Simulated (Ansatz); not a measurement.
## A computed series for BaSnO3: pressure series

The reference is BaSnO₃ in the cubic perovskite structure (space group Pm-3m, No. 221; a = 4.1760 Å).

Cell and atoms are relaxed at each pressure.

Calculations: Ansatz (an electronic-structure program), PBE, PAW, cutoff 420 eV, scalar-relativistic without spin-orbit coupling.

| case | width of the top valence band | band gap | volume per atom | smallest direct gap |
|---|---|---|---|---|
| base | 0.97 eV | 0.48 eV | 14.56 Å³ | 0.97 eV |
| pressure −2 GPa | 0.96 eV | 0.30 eV | 14.79 Å³ | 0.79 eV |
| pressure −1 GPa | 0.96 eV | 0.39 eV | 14.68 Å³ | 0.88 eV |
| pressure 0.9 GPa | 0.97 eV | 0.56 eV | 14.47 Å³ | [?] |
| pressure 2.1 GPa | 0.97 eV | 0.66 eV | 14.35 Å³ | 1.15 eV |
| pressure 4.5 GPa | 0.98 eV | 0.85 eV | 14.12 Å³ | 1.34 eV |
| pressure 9 GPa | 0.99 eV | 1.19 eV | 13.74 Å³ | 1.67 eV |
| pressure 15 GPa | 1.00 eV | 1.60 eV | 13.32 Å³ | 2.06 eV |
| pressure 22.5 GPa | 1.01 eV | 2.07 eV | 12.87 Å³ | [?] |
| pressure 30 GPa | 1.01 eV | 2.50 eV | 12.49 Å³ | 2.91 eV |

Task: Some entries are withheld; estimate them.

Result: 
- pressure 0.9 GPa, smallest direct gap: 1.05 eV
- pressure 22.5 GPa, smallest direct gap: 2.51 eV

Load acts through the strain it causes; cell and atoms are relaxed under it. No phonon test of stability was made. No other phases were tried under pressure.
